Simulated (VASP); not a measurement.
Set up this calculation in VASP 6.6.1, as an ASE script.

```yaml
Task: relaxation of the atoms
Functional: AM05
Dispersion: D4
Potentials_or_basis: VASP PAW PBE potentials, release 64 (La)
Cutoff: 520 eV
k_mesh: 8 × 8 × 5
Occupations: gaussian, width 0.05 eV
Spin: no spin polarisation
Optimiser: vasp
Further_INCAR_settings: ALGO = Normal; EDIFF = 1.00e-07; IBRION = 2; EDIFFG = -2.00e-02; NSW = 40
```

La:

```xyz
2
Lattice="3.8474 0.0000 0.0000 -1.9237 3.3320 0.0000 0.0000 0.0000 6.2277" Properties=species:S:1:pos:R:3 pbc="T T T"
La    1.9237    1.1107    4.6708
La    0.0000    2.2213    1.5569
```

This isn't the form of La at room conditions, which is double hcp.

The cell isn't the ideal one: volume scaled by 1.08.

These files were run (other wordings do the same):

run.py

```python
from ase import Atoms
from ase.calculators.vasp import Vasp

atoms = Atoms(
    ['La', 'La'],
    cell=[[3.84744588, 0.0, 0.0], [-1.92372294, 3.3319858718, 0.0], [0.0, 0.0, 6.2277323978]],
    scaled_positions=[[0.6666666667, 0.3333333333, 0.75], [0.3333333333, 0.6666666667, 0.25]],
    pbc=True,
)
calc = Vasp(
    directory='calc',
    xc='am05',
    pp='PBE',
    setups='recommended',
    prec='Accurate',
    encut=520,
    ediff=1e-07,
    ismear=0,
    sigma=0.05,
    lreal=False,
    lasph=True,
    nelm=100,
    algo='Normal',
    isif=2,
    lwave=False,
    lcharg=False,
    ivdw=13,
    ibrion=2,
    nsw=40,
    ediffg=-0.02,
    kpts=[8, 8, 5],
    gamma=True,
)
atoms.calc = calc

print('energy (eV):', atoms.get_potential_energy())
print('free energy (eV):', atoms.get_potential_energy(force_consistent=True))
print('forces (eV/A):')
print(atoms.get_forces())
print('stress (eV/A^3, Voigt):', atoms.get_stress())
print('Fermi level (eV):', calc.get_fermi_level())
print('cell (A, degrees):', atoms.cell.cellpar())
print('volume (A^3):', atoms.get_volume())
print('scaled positions:')
print(atoms.get_scaled_positions())
```

Potentials or basis: VASP PAW PBE potentials, release 64 (La).

Command:

```console
$ python run.py
```

Results of the run:

| Property | Result |
| --- | --- |
| Pressure after relaxing | -3.3 GPa |
| Band gap on the k mesh | none (metal or under the smearing width) |
| Dispersion energy per atom | -0.160 eV |

Caveat: the relaxation stopped at its first step, so nothing moved; the PAW data sets were made with another functional, which shifts forces and pressure a little; pairwise dispersion overbinds metals, which lowers pressure and volume.

Run time: 72 s on 1 thread of AMD EPYC 7R13 Processor (Zen 3) (shared host), peak memory 0.18 GiB.
